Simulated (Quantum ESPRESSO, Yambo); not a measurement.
# A GW chain in Yambo: LiBr (Fm-3m), part 2 of 2

Wanted: ground state, empty states, screening and self-energy for LiBr (Fm-3m).

Quantum ESPRESSO 7.5 and Yambo 5.3.0; PBE and many-body steps on it, plane waves. Known limits of the many-body steps: not at the basis limit; no spin-orbit coupling; coarse k mesh.

So far. Step 2 (Ground state): The gap is direct, at Γ. Step 3 (Bands along the symmetry lines): The gap is 4.933 eV, −0.005 eV from the run before at this level.

## (4) Empty states on the mesh, 4×4×4 mesh, 210 bands

Level of this step: DFT, PBE, plane waves, norm-conserving pseudopotentials (Quantum ESPRESSO).

The sums over transitions need many empty states on a uniform mesh; this step solves for them.

The input, pw.in:

```
&control
  calculation = 'nscf'
  prefix = 'x'
  outdir = 'o'
  pseudo_dir = 'pseudo'
/
&system
  ibrav = 0
  nat = 2
  ntyp = 2
  ecutwfc = 76.0
  nbnd = 210
  force_symmorphic = .true.
/
&electrons
  conv_thr = 1e-9
  electron_maxstep = 80
  diago_full_acc = .true.
  diago_thr_init = 5e-6
/
ATOMIC_SPECIES
  Li 6.94 Li.upf
  Br 79.904 Br.upf
CELL_PARAMETERS angstrom
  0.0000000000 2.7506500000 2.7506500000
  2.7506500000 0.0000000000 2.7506500000
  2.7506500000 2.7506500000 0.0000000000
ATOMIC_POSITIONS crystal
  Li 0.0000000000 0.0000000000 0.0000000000
  Br 0.5000000000 0.5000000000 0.5000000000
K_POINTS automatic
  4 4 4 0 0 0
```

Run with:

```sh
> OMP_NUM_THREADS=1 mpirun -n 4 pw.x -nk 4 -in pw.in > pw.out
```

Log:

```text
[banner, memory and clock lines left out]
Program PWSCF v.7.5 starts

     Atomic positions and unit cell read from directory:
     o/x.save/

     Message from routine setup:
     using ibrav=0 with symmetry is DISCOURAGED, use correct ibrav instead

     G-vector sticks info

     bravais-lattice index     =            0
     lattice parameter (alat)  =       7.3510  a.u.
     unit-cell volume          =     280.8876 (a.u.)^3
     number of atoms/cell      =            2
     number of atomic types    =            2
     number of electrons       =        20.00
     number of Kohn-Sham states=          210
     kinetic-energy cutoff     =      76.0000  Ry
     charge density cutoff     =     304.0000  Ry
     Exchange-correlation= PBE
                           (   1   4   3   4   0   0   0)

     celldm(1)=   7.351047  celldm(2)=   0.000000  celldm(3)=   0.000000
     celldm(4)=   0.000000  celldm(5)=   0.000000  celldm(6)=   0.000000

     crystal axes: (cart. coord. in units of alat)
               a(1) = (   0.000000   0.707107   0.707107 )
               a(2) = (   0.707107   0.000000   0.707107 )
               a(3) = (   0.707107   0.707107   0.000000 )

     reciprocal axes: (cart. coord. in units 2 pi/alat)
               b(1) = ( -0.707107  0.707107  0.707107 )
               b(2) = (  0.707107 -0.707107  0.707107 )
               b(3) = (  0.707107  0.707107 -0.707107 )
     Pseudo is Norm-conserving, Zval =  3.0
     Generated using ONCVPSP code by D. R. Hamann
     Using radial grid of 1944 points,  4 beta functions with:
     Pseudo is Norm-conserving + core correction, Zval = 17.0
     Generated using ONCVPSP code by D. R. Hamann
     Using radial grid of 1098 points,  6 beta functions with:
     Li                3.00     6.94000     Li( 1.00)
     Br               17.00    79.90400     Br( 1.00)

     48 Sym. Ops., with inversion, found

   Cartesian axes

     site n.     atom                  positions (alat units)
         1        Li     tau(   1) = (   0.0000000   0.0000000   0.0000000  )
         2        Br     tau(   2) = (   0.7071068   0.7071068   0.7071068  )

     number of k points=     8
                       cart. coord. in units 2pi/alat
        k(    1) = (   0.0000000   0.0000000   0.0000000), wk =   0.0312500
        k(    2) = (   0.1767767   0.1767767  -0.1767767), wk =   0.2500000
        k(    3) = (  -0.3535534  -0.3535534   0.3535534), wk =   0.1250000
[...]
k(    7) = (  -0.7071068   0.0000000   0.0000000), wk =   0.0937500
        k(    8) = (  -0.7071068   0.3535534   0.0000000), wk =   0.1875000

     Dense  grid:    25125 G-vectors     FFT dimensions: (  45,  45,  45)

     The potential is recalculated from file :
     o/x.save/charge-density

     Starting wfcs are   11 randomized atomic wfcs +  199 random wfcs

     Band Structure Calculation

     End of band structure calculation

          k = 0.0000 0.0000 0.0000 (  3143 PWs)   bands (ev):

   -55.1748 -55.1748 -55.1721 -55.1721 -55.1721 -40.6647  -9.7462   3.6882
     3.6882   3.6882   8.6263  14.2095  14.2095  14.2095  15.9383  15.9383
    15.9383  16.9235  16.9235  17.6403  25.9515  33.1193  33.1193  33.1193
[...]
[... 15 further rows ...]
[...]
168.7074 168.7074

          k = 0.1768 0.1768-0.1768 (  3134 PWs)   bands (ev):

[...]
[... 15 further rows ...]
[...]
164.1707 165.1995

          k =-0.3536-0.3536 0.3536 (  3142 PWs)   bands (ev):

[...]
72.0947  72.0947  72.3074  78.3033  78.9197  81.1973  81.1973  81.7034
     [... 15 further rows ...]
   159.2442 159.5918 160.0052 160.0052 160.0179 160.0179 160.1134 160.1134
   160.3893 160.5872

          k = 0.3536 0.0000 0.0000 (  3122 PWs)   bands (ev):

     [... further k-points ...]

     highest occupied, lowest unoccupied level (ev):     3.6882    8.6263

     XML data file, pseudopotentials, collected wavefunctions
```

It took 15 s on 4 MPI ranks of Arm Neoverse V1, shared host; peak memory 0.42 GiB.

This step gave:

```yaml
gap: 4.938 eV
k_of_the_valence_top: 0, 0, 0
k_of_the_conduction_bottom: 0, 0, 0
least_direct_gap: 4.938 eV
k_points_computed: 8
lowest_point_of_the_top_converged_band_above_the_valence_top: 156.8991 eV
```

On this mesh the gap is 4.938 eV.

## (5) Conversion and set-up

This step: Yambo 5.3.0; conversion and set-up on PBE, plane waves, norm-conserving pseudopotentials.

The states are converted to the many-body program's format and the q mesh is built.

Run with:

```sh
> (cd o/x.save; p2y > p2y.log; mv SAVE ../..); yambo > setup.log
```

Log:

```text
 Yambo, version 5.3.0

 [02] CORE Variables Setup
 =========================

  [02.01] Unit cells
  ==================

  Cell kind             :  FCC
  Atoms in the cell     :  Li  Br
  number of Li atoms    :  1
  number of Br atoms    :  1

  List of atomic masses
  Mass of Li    :  6.940000
  Mass of Br    :  79.90400

  List of atomic coordinates    : [cc]
  Li1       :  0.000000  0.000000  0.000000  order 1
  Br1       :  5.197975  5.197975  5.197975  order 2

  Alat factors          :  5.197975  5.197975  5.197975 [a.u.]
  Direct lattice volume :  280.8876 [a.u.]
  Direct lattice vectors:  A[ 1 ]  A[ 2 ]  A[ 3 ]
   A[ 1 ]:  0.000000  1.000000  1.000000  [iru]
   0.000000  5.197975  5.197975  [cc]
   A[ 2 ]:  1.000000  0.000000  1.000000  [iru]
   5.197975  0.000000  5.197975  [cc]
   A[ 3 ]:  1.000000  1.000000  0.000000  [iru]
   5.197975  5.197975  0.000000  [cc]

  Recip. lattice volume :  0.883094 [a.u.]
  Recip. lattice vectors:  B[ 1 ]  B[ 2 ]  B[ 3 ]
   B[ 1 ]: -0.500000  0.500000  0.500000  [iku]
  -0.604388  0.604388  0.604388  [cc]
   B[ 2 ]:  0.500000 -0.500000  0.500000  [iku]
   0.604388 -0.604388  0.604388  [cc]
   B[ 3 ]:  0.500000  0.500000 -0.500000  [iku]
   0.604388  0.604388 -0.604388  [cc]

  [02.02] Symmetries
  ==================

  Inversion symmetry    : yes
  Spatial inversion     : yes
  Inversion index       :  25
  K-space Time-reversal : no
  Magnetic symmetries   : no
  Group table correct   : yes
  Symmetries units      :  [cc]

   [S  1]:   1.0000     -0.65936E-17 -0.65936E-17 -0.65936E-17   1.0000      0.65936E-17  0.65936E-17  0.65936E-17   1.0000
   [S  2]:  -1.0000      0.65936E-17 -0.65936E-17  0.65936E-17  -1.0000      0.65936E-17 -0.65936E-17 -0.65936E-17   1.0000
   [S  3]:  -1.0000     -0.65936E-17  0.65936E-17  0.65936E-17   1.0000     -0.65936E-17 -0.65936E-17  0.65936E-17  -1.0000
[...]
[... 36 further rows ...]
   [S 47]: -0.65936E-17   1.0000      0.65936E-17  0.65936E-17 -0.65936E-17  -1.0000       1.0000      0.65936E-17 -0.65936E-17
   [S 48]: -0.65936E-17  -1.0000     -0.65936E-17  0.65936E-17  0.65936E-17   1.0000       1.0000     -0.65936E-17  0.65936E-17

  [02.03] Reciprocal space
  ========================

  nG shells         :  280
  nG charge         :  25125
  nG WFs            :   3817
  nC WFs            :  3156
  G-vecs. in first 28 shells:  [ Number ]
     1    9   15   27   51   59   65   89  113
    137   169   181   229   259   283   307   331   339
    387   411   459   531   537   561   609   645   701
    725
  ...
  Shell energy in first 28 shells:  [ mHa ]
    0.00000      547.927      730.569      1461.14      2009.07      2191.71      2922.28      3470.20      3652.85
    4383.42      4931.34      5844.55      6392.48      6575.12      7305.69      7853.62      8036.26      8766.83
[...]
K/Q-points units:
  rlu = crystal or reduced units; cc = cartesian coordinates; iku = interal k-units

  K [1]          [rlu]:  0.000000  0.000000  0.000000
         WF components:  3143
  K [2]          [rlu]: -0.97745E-17 -0.97745E-17  0.25000
         WF components:  3134
  K [3]          [rlu]:  0.19549E-16  0.19549E-16 -0.50000
         WF components:  3142
  K [4]          [rlu]:  0.12908E-17  0.25000      0.25000
         WF components:  3122
  K [5]          [rlu]:  0.19736E-16  0.25000     -0.50000
         WF components:  3140
  [... 2 further k-points ...]
  K [8]          [rlu]:  0.250000 -0.500000 -0.250000
         WF components:  3156

  [02.05] Energies & Occupations
  ==============================

  [X] === General ===
  [X] Electronic Temperature                        :  0.000000  0.000000 [eV K]
  [X] Bosonic    Temperature                        :  0.000000  0.000000 [eV K]
  [X] Finite Temperature mode                       : no
  [X] El. density                                   :  0.48050E+24 [cm-3]
  [X] Fermi Level                                   :  3.688161 [eV]

  [X] === Gaps and Widths ===
  [X] Conduction Band Min                           :  4.938102 [eV]
  [X] Valence Band Max                              :  0.000000 [eV]
  [X] Filled Bands                                  :  10
  [X] Empty Bands                                   :   11  210
  [X] Direct Gap                                    :  4.938102 [eV]
  [X] Direct Gap localized at k                     :  1
  [X] Indirect Gap                                  :  4.938102 [eV]
  [X] Indirect Gap between kpts                     :  1  1
  [X] Last valence band width                       :  1.136711 [eV]
  [X] 1st conduction band width                     :  3.078079 [eV]

  E @ K [1]:  [eV]
   -58.863      -58.863      -58.860      -58.860      -58.860      -44.353      -13.434     -0.35777E-11
  -0.21442E-11   0.0000       4.9381       10.521       10.521       10.521       12.250       12.250
   12.25016  13.23536  13.23536  13.95210  22.26329  29.43113  29.43113  29.43113
  occ @ K [1]
[...]
E @ K [2]:  [eV]
[...]
occ @ K [2]
[...]
E @ K [3]:  [eV]
[...]
occ @ K [3]
[...]
E @ K [4]:  [eV]
[...]
occ @ K [4]
[...]
E @ K [5]:  [eV]
[...]
occ @ K [5]
[...]
[... 2 further k-points ...]
  E @ K [8]:  [eV]
[...]
occ @ K [8]
[...]
2.000000  2.000000  0.000000  0.000000  0.000000  0.000000  0.000000  0.000000
   0.000000  0.000000  0.000000  0.000000  0.000000  0.000000  0.000000  0.000000

 [03] Transferred momenta grid and indexing
 ==========================================

 IBZ Q-points                                      :   8
 BZ  Q-points                                      :   64

 K/Q-points units:
 rlu = crystal or reduced units; cc = cartesian coordinates; iku = interal k-units

 Q [1]          [rlu]:  0.000000  0.000000  0.000000
 Q [2]          [rlu]: -0.97745E-17 -0.97745E-17  0.25000
 Q [3]          [rlu]:  0.19549E-16  0.19549E-16 -0.50000
[...]
Q [7]          [rlu]: -0.25816E-17 -0.50000     -0.50000
 Q [8]          [rlu]:  0.250000 -0.500000 -0.250000

  [03.01] X indexes
  =================

   [03.01.01] Sigma indexes
   ========================

 [06] Game Over & Game summary
```

Run time: 2.3 s. Hardware: 1 MPI rank; peak memory 0.24 GiB.

## (6) Screening and self-energy, 4×4×4 mesh, 210 bands, screening to 231.3 eV

Now the one-shot GW correction: screening in the RPA, then the self-energy of the levels asked for.

This step: G0W0 on PBE, plane waves, norm-conserving pseudopotentials.

The input, gw1.in:

```
HF_and_locXC
gw0
dyson
ppa
em1d
rim_cut
RandQpts= 1000000
RandGvec= 1 RL
EXXRLvcs= 76 Ry
VXCRLvcs= 304 Ry
Chimod= "HARTREE"
% BndsRnXp
 1 | 210 |
%
NGsBlkXp= 17 Ry
% LongDrXp
 1 | 1 | 1 |
%
% GbndRnge
 1 | 210 |
%
DysSolver= "n"
ExtendOut
PPAPntXp= 27.21138 eV
% QPkrange
 1 | 1 | 9 | 12 |
%
```

Run with:

```sh
> OMP_NUM_THREADS=1 mpirun -n 4 yambo -F gw1.in -J gw1 -C gw1 > gw1.log
```

Log:

```text
 Yambo, version 5.3.0

 [02] CORE Variables Setup
 =========================

  [... cell, symmetries and grids as in the set-up ...]

  [02.05] Energies & Occupations
  ==============================

  [X] === General ===
  [X] Electronic Temperature                        :  0.000000  0.000000 [eV K]
  [X] Bosonic    Temperature                        :  0.000000  0.000000 [eV K]
  [X] Finite Temperature mode                       : no
  [X] El. density                                   :  0.48050E+24 [cm-3]
  [X] Fermi Level                                   :  3.688161 [eV]

  [X] === Gaps and Widths ===
  [X] Conduction Band Min                           :  4.938102 [eV]
  [X] Valence Band Max                              :  0.000000 [eV]
  [X] Filled Bands                                  :  10
  [X] Empty Bands                                   :   11  210
  [X] Direct Gap                                    :  4.938102 [eV]
  [X] Direct Gap localized at k                     :  1
  [X] Indirect Gap                                  :  4.938102 [eV]
  [X] Indirect Gap between kpts                     :  1  1
  [X] Last valence band width                       :  1.136711 [eV]
  [X] 1st conduction band width                     :  3.078079 [eV]

 [03] Transferred momenta grid and indexing
 ==========================================

 IBZ Q-points                                      :   8
 BZ  Q-points                                      :   64

 K/Q-points units:
 rlu = crystal or reduced units; cc = cartesian coordinates; iku = interal k-units

 Q [1]          [rlu]:  0.000000  0.000000  0.000000
 Q [2]          [rlu]: -0.97745E-17 -0.97745E-17  0.25000
 Q [3]          [rlu]:  0.19549E-16  0.19549E-16 -0.50000
 Q [4]          [rlu]:  0.12908E-17  0.25000      0.25000
 Q [5]          [rlu]:  0.21767E-16  0.25000      0.50000
 Q [6]          [rlu]:  0.19549E-16  0.25000     -0.25000
 Q [7]          [rlu]: -0.25816E-17 -0.50000     -0.50000
 Q [8]          [rlu]:  0.250000 -0.500000 -0.250000

 [04] Coloumb potential Random Integration (RIM)
 ===============================================

  [04.01] RIM initialization
  ==========================

  * Diagonal components only detected *

  8 x (sBL volume)        :  0.110387 [a.u.]
  sBZ random points       :  1000000
  Points outside the sBZ  :   7968281
  RL volume               :  0.883094 [a.u.]
  Integrated volume       :  0.886609 [a.u.]

  [04.02] RIM integrals
  =====================

  Gamma point sphere radius             :  0.087014 [a.u.]
  Points outside the sphere             :   800476
  [Int_sBZ(q=0) 1/q^2]*(Vol_sBZ)^(-1/3) =:  7.776341
                                 should be <:  7.795600

  Summary of Coulomb integrals for non-metallic bands |Q|[au] RIM/Bare

  Q [1] 0.100000E-4 0.997530 * Q [2] 0.261708 1.068455
  Q [4] 0.302194 1.066792 * Q [6] 0.427367 1.029758
  Q [5] 0.501132 1.022667 * Q [3] 0.523415 1.020719
  Q [7] 0.604388 1.017590 * Q [8] 0.675726 1.014588

 [05] Dipoles
 ============

  [05.01] Setup: observables and procedures
  =========================================

 [06] Dynamic Dielectric Matrix (PPA)
 ====================================

 [WR./gw1//ndb.pp]---------------------------------------------------------------
  Brillouin Zone Q/K grids (IBZ/BZ)                :    8   64    8   64
  RL vectors                                       :   3839 [WF]
  Coulomb cutoff potential                         : none
  Electronic Temperature                           :  0.000000 [K]
  Bosonic    Temperature                           :  0.000000 [K]
  PPA    diel. fun.  energies                      : Perdew, Burke & Ernzerhof(X)+Perdew, Burke & Ernzerhof(C)
  wavefunctions                                    : Perdew, Burke & Ernzerhof(X)+Perdew, Burke & Ernzerhof(C)
  Global Gauge                                     : length
  X matrix size                                    :   339
  X band range                                     :    1  210
  X e/h energy range                               : -1.000000 -1.000000 [eV]
  X Time ordering                                  : R
  X Hxc Kernel                                     : HARTREE
  X Drude frequency                                :  0.000000  0.000000
  X poles                                          :  100.0000 [o/o]
  RL vectors in the sum                            :   3839
  [r,Vnl] included                                 : yes
  Field direction                                  :  0.577350E-5  0.577350E-5  0.577350E-5
  BZ energy Double Grid                            : no
  BZ energy DbGd points                            : 0
  BZ Q point size factor                           : -1.000000
  X Optical Averaged directions                    : none

 [07] Local Exchange-Correlation + Non-Local Fock
 ================================================

 [VXC] Plane waves :  25125
 [EXS] Plane waves :   3215

 QP @ state[ 1 ] K range:  1  1
 QP @ state[ 1 ] b range:   9  12

 [xc] Functional : Perdew, Burke & Ernzerhof(X)+Perdew, Burke & Ernzerhof(C)
 [xc] LIBXC used to calculate xc functional
  PP Number of Atomic Species                      :  2
  NLCC RL compoments                               :  25125
  PP Number of Atomic Species                      :  2
  NLCC RL compoments                               :  25125

 [xc] E_xc :  -14.20358 [Ha]
      E_xc :  -28.40717 [Ry]

  Local XC kind (lXC) : Perdew, Burke & Ernzerhof(X)+Perdew, Burke & Ernzerhof(C)
  Non-Local XC kind (nlXC) : Hartree-Fock

  Corrections @ K [1] :  [eV]
 <9|nlXC|9> = -20.02596  0.16074E-16 <9|lXC|9> = -14.96863 -0.37763E-15
 <10|nlXC|10> = -20.02594 -0.16190E-16 <10|lXC|10> = -14.96863  0.18882E-15
 <11|nlXC|11> = -5.957623 -0.75241E-18 <11|lXC|11> = -9.798775 -0.56624E-15
 <12|nlXC|12> = -3.739665  0.89185E-18 <12|lXC|12> = -8.709830 -0.12333E-22

 [08] Dyson equation: Newton solver
 ==================================

  [08.01] G0W0 (W PPA)
  ====================

  [  GW  ] Bands range     :    1  210
  [GW/PPA] G damping       :  0.100000 [eV]

  QP @ state[ 1 ] K range:  1  1
  QP @ state[ 1 ] b range:   9  12

   Sc/G bands                                       :    1  210
   Sc/G damping                                     :  0.100000 ev
   Sc bands terminator                              : no
   Sx RL components                                 :   3215

   QP @ state[ 1 ] K range                          :  1  1
   QP @ state[ 1 ] b range                          :   9  12
   GF energies kind                                 : Perdew, Burke & Ernzerhof(X)+Perdew, Burke & Ernzerhof(C)
   GF WF`s kind                                     : Perdew, Burke & Ernzerhof(X)+Perdew, Burke & Ernzerhof(C)
   Xs energies kind                                 : Perdew, Burke & Ernzerhof(X)+Perdew, Burke & Ernzerhof(C)
   Xs WF`s kind                                     : Perdew, Burke & Ernzerhof(X)+Perdew, Burke & Ernzerhof(C)

 [11] Game Over & Game summary
```

Wall time 2.3 min (4 MPI ranks); peak memory 1.6 GiB.

Numbers from this step:

* G0W0 gap on the points computed: 7.905 eV
* starting gap on the mesh: 4.938 eV
* k of the valence top: 0, 0, 0
* k of the conduction bottom: 0, 0, 0
* least direct G0W0 gap on the computed points: 7.905 eV
* Z at the valence top: 0.8187
* Z at the conduction bottom: 0.8481

The gap on the mesh goes from 4.94 eV to 7.90 eV, a correction of +2.97 eV.

Limits: finite bands, cutoff and mesh; no spin-orbit coupling; coarse k mesh. v1 is the top filled band, c1 the lowest empty one. Levels before and after the correction, in eV, zero at the valence-band top of each column:

|  | conduction bottom | valence top |
| --- | --- | --- |
| Kohn-Sham | 4.94 | 0.00 |
| G0W0 | 7.90 | 0.00 |

|  | level | energy (eV) |
| --- | --- | --- |
| Kohn-Sham | Γ v2-v1 | 0.000 |
| Kohn-Sham | Γ c1 | 4.938 |
| Kohn-Sham | Γ c2 | 10.521 |
| G0W0 | Γ v2-v1 | 0.000 |
| G0W0 | Γ c1 | 7.905 |
| G0W0 | Γ c2 | 14.098 |

## (7) Where the time went

Times are wall times on the hardware named with each run, good to a factor of about two.

| step | time | share | memory (GiB) |
| --- | --- | --- | --- |
| ground state | 5 s | 3 % | 0.24 |
| bands along the symmetry lines | 4.2 s | 3 % | 0.21 |
| empty states on the mesh | 15 s | 9 % | 0.42 |
| conversion and set-up | 2.3 s | 1 % | 0.24 |
| screening and self-energy | 2.3 min | 84 % | 1.6 |

## (8) Results

- PBE gap: 4.93 eV, indirect (only 5 meV under the direct gap)
- G0W0 gap on the mesh: 7.90 eV
- GW settings: 4×4×4 mesh, 210 bands, screening to 231.3 eV, Godby-Needs plasmon pole
- known limits: not at the basis limit; no spin-orbit coupling; coarse k mesh

In words: G0W0 moves the gap on the mesh from 4.94 eV to 7.90 eV (+2.97 eV), with Z of 0.82 and 0.85 at the edges. Only 1 of the mesh's irreducible points was corrected, so a valley elsewhere could overtake. The dearest step here is «screening and self-energy». Bands and cutoff are finite, so the gap is not at the basis limit. The miss can reach some tenths of an eV and take either sign; the mesh is an error of its own. In the G0W0 run levels were corrected at 1 k point alone, so a gap called «on the mesh» is the least over those, and an edge elsewhere would be missed. The 4×4×4 mesh is coarse for this cell, which bears on the long-range parts of exchange and screening. The many-body steps are scalar-relativistic: spin-orbit coupling is not in them.

[Paths, hosts, dates, memory and timing lines, banners, echoed tables and standing remarks are left out of the program output.]

[Logs are printed without paths, hosts, clocks, repeated set-up lines and the standing remarks that a program may print on its own settings, such as how far it seeks lower states.]

[Runs of the session that timed out or met a known fault of the program may be left out.]

[Hosts, paths, dates, database ids (printed as entryN), source tags and the programs' standing remarks are cut or masked in the printed files.]
